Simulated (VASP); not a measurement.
# Li3HSe (Pm-3m) in VASP: a series of runs

The runs below take Li3HSe through relaxation of cell and atoms, with r2SCAN, LDA.

Program: VASP 6.6.1. These are calculated values, not measurements. Logs are shortened: lines on timing, memory, paths and dates and some standing lists are left out, and cuts for length are marked.

## Step 1: Starting point

The structure is cubic, space group Pm-3m (No. 221). The conventional cell has a = 3.920 Å, b = 3.920 Å, c = 3.920 Å, α = 90.00°, β = 90.00°, γ = 90.00°. Li (site symmetry 4/mmm) has 2 H at 1.96 Å as nearest neighbours. H (site symmetry m-3m) is surrounded by 6 Li at 1.96 Å. Se (site symmetry m-3m) is surrounded by 12 Li at 2.77 Å.

The cell was built by a generator and needn't be a form met in nature.

## Step 2: Relaxation of cell and atoms, r2SCAN

The input, INCAR:

```
SYSTEM = Li3HSe
PREC = Accurate
ENCUT = 600
EDIFF = 1E-7
ISMEAR = 0
SIGMA = 0.03
LREAL = .False.
LASPH = .True.
NELM = 80
ALGO = Normal
ISIF = 3
LWAVE = .False.
LCHARG = .False.
METAGGA = R2SCAN
LMIXTAU = .True.
IBRION = 2
NSW = 90
EDIFFG = -0.005
```

The input, KPOINTS:

```
Automatic mesh
0
Gamma
  8 8 8
  0 0 0
```

The input, POSCAR:

```
Li3HSe                                  
1.0
    3.9202238517      0.0000000000     -0.0000000000
    0.0000000000      3.9202238517      0.0000000000
    0.0000000000      0.0000000000      3.9202238517
  Li              H               Se            
     3     1     1
Direct
     0.0000000000000000    0.5000000000000000    0.5000000000000000
     0.5000000000000000    0.0000000000000000    0.5000000000000000
     0.5000000000000000    0.5000000000000000    0.0000000000000000
     0.5000000000000000    0.5000000000000000    0.5000000000000000
     0.0000000000000000    0.0000000000000000    0.0000000000000000
```

Potentials or basis: VASP PAW PBE potentials, release 64 (Li_sv, H, Se).

On the command line:

```
> cat potpaw_PBE.64/Li_sv/POTCAR potpaw_PBE.64/H/POTCAR potpaw_PBE.64/Se/POTCAR > POTCAR
> mpirun -np 1 vasp_std > vasp.out
```

OUTCAR:

```text
SYSTEM = Li3HSe
   PREC = Accurate
   ENCUT = 600
   EDIFF = 1E-7
   ISMEAR = 0
   LREAL = .False.
   LASPH = .True.
   NELM = 80
   ISIF = 3
   METAGGA = R2SCAN
   IBRION = 2
   NSW = 90
   EDIFFG = -0.005

 ion  position               nearest neighbor table
   1  0.000  0.500  0.500-
   2  0.500  0.000  0.500-
   3  0.500  0.500  0.000-
   4  0.500  0.500  0.500-
   5  0.000  0.000  0.000-

  LATTYP: Found a simple cubic cell.
 ALAT       =     3.9202238517

  Lattice vectors:

 A1 = (   3.9202238517,   0.0000000000,   0.0000000000)
 A2 = (   0.0000000000,   3.9202238517,   0.0000000000)
 A3 = (   0.0000000000,   0.0000000000,   3.9202238517)

Analysis of symmetry for initial positions (statically):
=====================================================================
 Subroutine PRICEL returns:
 Original cell was already a primitive cell.

 Routine SETGRP: Setting up the symmetry group for a
 simple cubic supercell.

 Subroutine GETGRP returns: Found 48 space group operations
 (whereof 48 operations were pure point group operations)
 out of a pool of 48 trial point group operations.

The static configuration has the point symmetry O_h .

Analysis of symmetry for dynamics (positions and initial velocities):
=====================================================================
 Subroutine PRICEL returns:
 Original cell was already a primitive cell.

 Routine SETGRP: Setting up the symmetry group for a
 simple cubic supercell.

 Subroutine GETGRP returns: Found 48 space group operations
 (whereof 48 operations were pure point group operations)
 out of a pool of 48 trial point group operations.

The dynamic configuration has the point symmetry O_h .

 Subroutine INISYM returns: Found 48 space group operations
 (whereof 48 operations are pure point group operations),
 and found     1 'primitive' translations

----------------------------------------------------------------------------------------

                                     Primitive cell

  volume of cell :      60.2466

  direct lattice vectors                    reciprocal lattice vectors
     3.920223852  0.000000000  0.000000000     0.255087474  0.000000000  0.000000000
     0.000000000  3.920223852  0.000000000     0.000000000  0.255087474  0.000000000
     0.000000000  0.000000000  3.920223852     0.000000000  0.000000000  0.255087474

  length of vectors
     3.920223852  3.920223852  3.920223852     0.255087474  0.255087474  0.255087474
[... 103 lines left out ...]
   EFERMI_NEDOS =   21; number of points for ismear=-14 and -15
   IALGO  =     38    algorithm
   IMIX   =      4    mixing-type and parameters
     AMIX     =   0.40;   BMIX     =  1.00
     AMIX_MAG =   1.60;   BMIX_MAG =  1.00
  volume/ion in A,a.u.               =      12.05        81.31
  Fermi-wavevector in a.u.,A,eV,Ry     =   1.052294  1.988548 15.066053  1.107324
  Thomas-Fermi vector in A             =   2.187371
   LORBIT       =      0    0 simple, 1 ext, 2 COOP (PROOUT), +10 PAW based schemes
   METAGGA = R2SCAN    functional components
   LHFCALC =     F    Hartree Fock is set to
   AEXX    =    0.0000 exact exchange contribution
   IVDW    =     0    specifies the selected vdW correction
   LEPSILON=     F    determine dielectric tensor
   LRPA    =     F    only Hartree local field effects (RPA)
 conjugate gradient relaxation of ions
 non-spin polarized calculation
 Gauss-broadening in eV      SIGMA  =   0.03
  energy-cutoff  :      600.00
  volume of cell :       60.25
 maximum number of plane-waves:      2040
 NGX is ok and might be reduce to    32
   NGX = 15   NGY = 15   NGZ = 15

 number of electron      15.9999999 magnetization

 Free energy of the ion-electron system (eV)
  ---------------------------------------------------
  ext. energy  EPLUGINS =         0.00000000
  ---------------------------------------------------
  free energy    TOTEN  =       -30.09666991 eV

  energy without entropy =      -30.09666991  energy(sigma->0) =      -30.09666991

 E-fermi :   2.1028     XC(G=0):  -9.4252

 val. band max:        1.9732328721   @ k =   0.5000   0.5000   0.0000
 cond. band min:       6.3426672492   @ k =   0.5000   0.0000   0.0000
 fundamental gap:      4.3694343771
 Fermi energy:         2.1028453968

 k-point     1 :       0.0000    0.0000    0.0000
  band No.  band energies     occupation
      1     -44.7362      2.00000
      2     -44.6828      2.00000
      3     -44.6828      2.00000
      4     -10.3253      2.00000
      5      -0.8352      2.00000
      6       0.7401      2.00000
      7       0.7401      2.00000
      8       0.7401      2.00000
      9       8.4303      0.00000
     10       8.4303      0.00000
     11       9.6880      0.00000
     12       9.6880      0.00000
[... 331 lines left out ...]
 k-point    24 :       0.5000    0.3750    0.1250
  band No.  band energies     occupation
      1     -44.7061      2.00000
      2     -44.6999      2.00000
      3     -44.6937      2.00000
      4      -9.7054      2.00000
      5      -1.9807      2.00000
      6      -0.7750      2.00000
      7      -0.5963      2.00000
      8       1.2755      2.00000
      9       7.8047      0.00000
     10       7.9769      0.00000
     11       9.0641      0.00000
     12       9.7163      0.00000

 [... further k-points ...]

------------------------ aborting loop because EDIFF is reached ----------------------------------------

  FORCE on cell =-STRESS in cart. coord.  units (eV):
  Direction    XX          YY          ZZ          XY          YZ          ZX
  --------------------------------------------------------------------------------------
  -------------------------------------------------------------------------------------
  Total       -0.0176383     -0.0176383     -0.0176383      0.0000000      0.0000000     -0.0000000
  in kB       -0.4690673     -0.4690673     -0.4690673      0.0000000      0.0000000     -0.0000000
  external PRESSURE =      -0.4690673 kB  Pullay stress =       0.0000000 kB

 VOLUME and BASIS-vectors are now :
 -----------------------------------------------------------------------------
  energy-cutoff  :      600.00
  volume of cell :       60.25
      direct lattice vectors                 reciprocal lattice vectors
     3.920223852  0.000000000  0.000000000     0.255087474  0.000000000  0.000000000
     0.000000000  3.920223852  0.000000000     0.000000000  0.255087474  0.000000000
     0.000000000  0.000000000  3.920223852     0.000000000  0.000000000  0.255087474

 POSITION                                       TOTAL-FORCE (eV/Angst)
 -----------------------------------------------------------------------------------
      0.00000      1.96011      1.96011         0.000000      0.000000      0.000000
      1.96011      0.00000      1.96011         0.000000      0.000000      0.000000
      1.96011      1.96011      0.00000         0.000000      0.000000      0.000000
      1.96011      1.96011      1.96011         0.000000      0.000000      0.000000
      0.00000      0.00000      0.00000         0.000000      0.000000      0.000000
 -----------------------------------------------------------------------------------
    total drift:                                0.000000     -0.000000     -0.000000

  FREE ENERGIE OF THE ION-ELECTRON SYSTEM (eV)
  ---------------------------------------------------
  free  energy   TOTEN  =       -30.0966699089 eV

  energy  without entropy=      -30.0966699089  energy(sigma->0) =      -30.09666991

 reached required accuracy - stopping structural energy minimisation
```

OSZICAR:

```text
N       E                     dE             d eps       ncg     rms          rms(c)
DAV:   1     0.466631210731E+02    0.46663E+02   -0.81483E+03   840   0.153E+03
DAV:   2    -0.208979727660E+02   -0.67561E+02   -0.63664E+02   980   0.277E+02
DAV:   3    -0.321289596934E+02   -0.11231E+02   -0.11166E+02  1632   0.711E+01
DAV:   4    -0.323971922934E+02   -0.26823E+00   -0.26798E+00  1040   0.175E+01
[... 24 lines left out ...]
DAV:  29    -0.300966748747E+02    0.25717E-05   -0.29494E-08   480   0.236E-03    0.499E-03
DAV:  30    -0.300966723542E+02    0.25205E-05   -0.87359E-08   480   0.353E-03    0.228E-03
DAV:  31    -0.300966705379E+02    0.18162E-05   -0.40351E-08   480   0.254E-03    0.298E-04
DAV:  32    -0.300966699957E+02    0.54222E-06   -0.10217E-08   480   0.156E-03    0.142E-04
DAV:  33    -0.300966699089E+02    0.86771E-07   -0.20682E-09   480   0.579E-04
   1 F= -.30096670E+02 E0= -.30096670E+02  d E =-.300967E+02
```

CONTCAR:

```text
Li3HSe
   1.00000000000000
     3.9202238516999999    0.0000000000000000    0.0000000000000000
     0.0000000000000000    3.9202238516999999    0.0000000000000000
     0.0000000000000000    0.0000000000000000    3.9202238516999999
  Li              H               Se
     3     1     1
Direct
     0.0000000000000000    0.5000000000000000    0.5000000000000000
     0.5000000000000000    0.0000000000000000    0.5000000000000000
     0.5000000000000000    0.5000000000000000    0.0000000000000000
     0.5000000000000000    0.5000000000000000    0.5000000000000000
     0.0000000000000000    0.0000000000000000    0.0000000000000000

  0.00000000E+00  0.00000000E+00  0.00000000E+00
  0.00000000E+00  0.00000000E+00  0.00000000E+00
  0.00000000E+00  0.00000000E+00  0.00000000E+00
  0.00000000E+00  0.00000000E+00  0.00000000E+00
  0.00000000E+00  0.00000000E+00  0.00000000E+00
```

It took 1.9 min on 1 thread of Intel Xeon Platinum 8375C at 2.90GHz (Ice Lake), shared host; peak memory 0.2 GiB.

Results:

| Quantity | Value |
| --- | --- |
| Free energy | -30.0967 eV |
| Pressure after relaxing | 0.0 GPa |
| Band gap on the k mesh | 4.37 eV, indirect (least direct gap 4.90 eV) |

Final structure:
```xyz
5
Lattice="3.9202 0.0000 0.0000 0.0000 3.9202 0.0000 0.0000 0.0000 3.9202" Properties=species:S:1:pos:R:3 pbc="T T T"
Li    0.0000    1.9601    1.9601
Li    1.9601    0.0000    1.9601
Li    1.9601    1.9601    0.0000
H     1.9601    1.9601    1.9601
Se    0.0000    0.0000    0.0000
```

Caveat: the cutoff is under 1.25 times the usual one of these potentials, so pressure, stress and relaxed cells hold a basis-set (Pulay) error; the relaxation stopped at its first step, so nothing moved; the PAW data sets were made with another functional, which shifts forces and pressure a little. r2SCAN opens gaps a little over a GGA but as a rule still falls short of measured ones.

## Step 3: Relaxation of cell and atoms, LDA

This run uses another cell than the first one, of 12.56 Å³/atom, 1.042 times its volume.

The input, INCAR:

```
PREC = Accurate
ENCUT = 600
EDIFF = 1E-6
ISMEAR = 0
SIGMA = 0.03
LREAL = F
LASPH = T
NELM = 80
ALGO = Normal
ISIF = 3
LWAVE = F
LCHARG = F
GGA = CA
IBRION = 2
NSW = 90
EDIFFG = -0.01
```

The input, KPOINTS:

```
Automatic mesh
0
Gamma
  8 8 8
```

The input, POSCAR:

```
Li3HSe
1.0
    3.9744000000      0.0000000000      0.0000000000
    0.0000000000      3.9744000000      0.0000000000
    0.0000000000      0.0000000000      3.9744000000
Li H Se
3 1 1
Direct
    0.0000000000      0.5000000000      0.5000000000
    0.5000000000      0.0000000000      0.5000000000
    0.5000000000      0.5000000000      0.0000000000
    0.5000000000      0.5000000000      0.5000000000
    0.0000000000      0.0000000000      0.0000000000
```

Potentials or basis: VASP PAW LDA potentials, release 64 (Li_sv, H, Se).

On the command line:

```
> cat potpaw_LDA.64/Li_sv/POTCAR potpaw_LDA.64/H/POTCAR potpaw_LDA.64/Se/POTCAR > POTCAR
> mpirun -np 1 vasp_std > vasp.out
```

Wall time 40 s (1 thread of Intel Xeon Platinum 8259CL at 2.50GHz (Skylake/Cascade Lake), shared host); peak memory 0.18 GiB.

The run converged. Its results:

```
Free energy                            : -18.6412 eV
Relaxed volume                         : 11.29 Å³/atom
Relaxed cell                           : a = 3.836 Å, b = 3.836 Å, c = 3.836 Å, α = 90.00°, β = 90.00°, γ = 90.00°
Space group after relaxing (to 0.05 Å) : Pm-3m (No. 221)
Energy gained by relaxing              : 17.0 meV/atom
Ionic steps                            : 4
Pressure after relaxing                : 0.0 GPa
Band gap on the k mesh                 : 3.64 eV, indirect (least direct gap 4.22 eV)
```

Step by step:
| step | energy change (eV) | largest force (eV/Å) | pressure (GPa) | volume (Å³) |
| --- | --- | --- | --- | --- |
| 1 | 0.0000 | 0.0000 | -3.96 | 62.78 |
| 2 | -0.0563 | 0.0000 | -2.48 | 60.00 |
| 3 | -0.0845 | 0.0000 | -0.36 | 56.92 |
| 4 | -0.0850 | 0.0000 | 0.04 | 56.44 |

Final structure:
```
Li H Se
1.0
     3.83583    0.00000    0.00000
     0.00000    3.83583    0.00000
     0.00000    0.00000    3.83583
Li H Se
3 1 1
Direct
  0.00000 0.50000 0.50000
  0.50000 0.00000 0.50000
  0.50000 0.50000 0.00000
  0.50000 0.50000 0.50000
  0.00000 0.00000 0.00000
```

Levels at points of the mesh, in eV from the valence-band top:
```
           k point  band 5  band 6  band 7  band 8  band 9  band 10  band 11  band 12
(0.00, 0.00, 0.00)   -2.76   -1.43   -1.43   -1.43    5.77     5.77     7.01     7.01
(0.50, 0.00, 0.00)   -4.93   -0.61   -0.61   -0.57    3.64     4.26     4.26     5.07
(0.50, 0.50, 0.00)   -3.70   -3.33   -3.33    0.00    4.28     6.61     6.61     6.87
(0.50, 0.50, 0.50)   -3.70   -3.15   -3.15   -3.15    4.26     4.26     4.26    10.92
```

Caveat: the cutoff is under 1.25 times the usual one of these potentials, so pressure, stress and relaxed cells hold a basis-set (Pulay) error.

## Step 4: Relaxation of cell and atoms, LDA

This run uses another cell than the first one, of 11.29 Å³/atom, 0.937 times its volume.

INCAR: that of step 3 with these lines changed.

```diff
@@ -2,3 +2,3 @@
 ENCUT = 600
-EDIFF = 1E-6
+EDIFF = 1E-7
 ISMEAR = 0
@@ -15,2 +15,2 @@
 NSW = 90
-EDIFFG = -0.01
+EDIFFG = -0.005
```

KPOINTS is that of step 3.

The input, POSCAR:

```
Li3HSe                                  
1.0
    3.8358291530      0.0000000000      0.0000000000
    0.0000000000      3.8358291530      0.0000000000
    0.0000000000      0.0000000000      3.8358291530
  Li              H               Se            
     3     1     1
Direct
     0.0000000000000000    0.5000000000000000    0.5000000000000000
     0.5000000000000000    0.0000000000000000    0.5000000000000000
     0.5000000000000000    0.5000000000000000    0.0000000000000000
     0.5000000000000000    0.5000000000000000    0.5000000000000000
     0.0000000000000000    0.0000000000000000    0.0000000000000000
```

Potentials or basis: VASP PAW LDA potentials, release 64 (Li_sv, H, Se).

On the command line:

```
> cat potpaw_LDA.64/Li_sv/POTCAR potpaw_LDA.64/H/POTCAR potpaw_LDA.64/Se/POTCAR > POTCAR
> mpirun -np 1 vasp_std > vasp.out
```

OUTCAR:

```text
PREC = Accurate
   ENCUT = 600
   EDIFF = 1E-7
   ISMEAR = 0
   LREAL = F
   LASPH = T
   NELM = 80
   ISIF = 3
   GGA = CA
   IBRION = 2
   NSW = 90
   EDIFFG = -0.005

 ion  position               nearest neighbor table
   1  0.000  0.500  0.500-
   2  0.500  0.000  0.500-
   3  0.500  0.500  0.000-
   4  0.500  0.500  0.500-
[... 616 lines left out ...]
  Direction    XX          YY          ZZ          XY          YZ          ZX
  --------------------------------------------------------------------------------------
  -------------------------------------------------------------------------------------
  Total        0.0129649      0.0129649      0.0129649     -0.0000000      0.0000000      0.0000000
  in kB        0.3677640      0.3677640      0.3677640     -0.0000000      0.0000000      0.0000000
  external PRESSURE =       0.3677640 kB  Pullay stress =       0.0000000 kB

 VOLUME and BASIS-vectors are now :
 -----------------------------------------------------------------------------
  energy-cutoff  :      600.00
  volume of cell :       56.48
      direct lattice vectors                 reciprocal lattice vectors
     3.836806330 -0.000000000 -0.000000000     0.260633432 -0.000000000 -0.000000000
     0.000000000  3.836806330  0.000000000     0.000000000  0.260633432 -0.000000000
     0.000000000  0.000000000  3.836806330     0.000000000 -0.000000000  0.260633432

 POSITION                                       TOTAL-FORCE (eV/Angst)
 -----------------------------------------------------------------------------------
      0.00000      1.91840      1.91840        -0.000000      0.000000      0.000000
      1.91840     -0.00000      1.91840         0.000000      0.000000      0.000000
      1.91840      1.91840     -0.00000         0.000000      0.000000      0.000000
      1.91840      1.91840      1.91840         0.000000      0.000000      0.000000
      0.00000      0.00000      0.00000         0.000000      0.000000      0.000000
 -----------------------------------------------------------------------------------
    total drift:                                0.000000     -0.000000     -0.000000

  FREE ENERGIE OF THE ION-ELECTRON SYSTEM (eV)
  ---------------------------------------------------
  free  energy   TOTEN  =       -18.6340143694 eV

  energy  without entropy=      -18.6340143694  energy(sigma->0) =      -18.63401437

 reached required accuracy - stopping structural energy minimisation
```

OSZICAR:

```text
N       E                     dE             d eps       ncg     rms          rms(c)
DAV:   1     0.620519226785E+02    0.62052E+02   -0.80533E+03   840   0.151E+03
DAV:   2    -0.898055009764E+01   -0.71032E+02   -0.66427E+02   972   0.276E+02
DAV:   3    -0.189031079372E+02   -0.99226E+01   -0.98649E+01  1604   0.673E+01
DAV:   4    -0.191955490792E+02   -0.29244E+00   -0.29201E+00  1052   0.163E+01
[... 11 lines left out ...]
DAV:   1    -0.186340324891E+02   -0.33442E-04   -0.34548E-04   884   0.154E-01    0.284E-02
DAV:   2    -0.186340187469E+02    0.13742E-04   -0.64816E-05  1140   0.703E-02    0.172E-02
DAV:   3    -0.186340147144E+02    0.40326E-05   -0.10070E-05   956   0.207E-02    0.663E-03
DAV:   4    -0.186340143872E+02    0.32720E-06   -0.10339E-06  1312   0.735E-03    0.207E-03
DAV:   5    -0.186340143694E+02    0.17809E-07   -0.10940E-07   748   0.280E-03
   2 F= -.18634014E+02 E0= -.18634014E+02  d E =-.152984E-04
```

Run time: 21 s. Hardware: 1 thread of Intel Xeon Platinum 8259CL at 2.50GHz (Skylake/Cascade Lake), shared host; peak memory 0.17 GiB.

What came out:

| Item | Value |
| --- | --- |
| Free energy | -18.6340 eV |
| Relaxed volume | 11.30 Å³/atom |
| Relaxed cell | a = 3.837 Å, b = 3.837 Å, c = 3.837 Å, α = 90.00°, β = 90.00°, γ = 90.00° |
| Space group after relaxing (to 0.05 Å) | Pm-3m (No. 221) |
| Energy gained by relaxing | 0.0 meV/atom |
| Ionic steps | 2 |
| Pressure after relaxing | 0.0 GPa |
| Band gap on the k mesh | 3.64 eV, indirect (least direct gap 4.21 eV) |

Final structure:
```
Li H Se
1.0
     3.83681    0.00000    0.00000
     0.00000    3.83681    0.00000
     0.00000    0.00000    3.83681
Li H Se
3 1 1
Cartesian
  0.0000 1.9184 1.9184
  1.9184 0.0000 1.9184
  1.9184 1.9184 0.0000
  1.9184 1.9184 1.9184
  0.0000 0.0000 0.0000
```

Levels at points of the mesh, in eV from the valence-band top:
| k point | band 5 | band 6 | band 7 | band 8 | band 9 | band 10 | band 11 | band 12 |
| --- | --- | --- | --- | --- | --- | --- | --- | --- |
| (0.00, 0.00, 0.00) | -2.76 | -1.43 | -1.43 | -1.43 | 5.77 | 5.77 | 7.01 | 7.01 |
| (0.50, 0.00, 0.00) | -4.93 | -0.61 | -0.61 | -0.57 | 3.64 | 4.26 | 4.26 | 5.07 |
| (0.50, 0.50, 0.00) | -3.70 | -3.33 | -3.33 | 0.00 | 4.28 | 6.60 | 6.60 | 6.87 |
| (0.50, 0.50, 0.50) | -3.70 | -3.15 | -3.15 | -3.15 | 4.26 | 4.26 | 4.26 | 10.91 |

Caveat: the cutoff is under 1.25 times the usual one of these potentials, so pressure, stress and relaxed cells hold a basis-set (Pulay) error. A k mesh can miss the band edges.
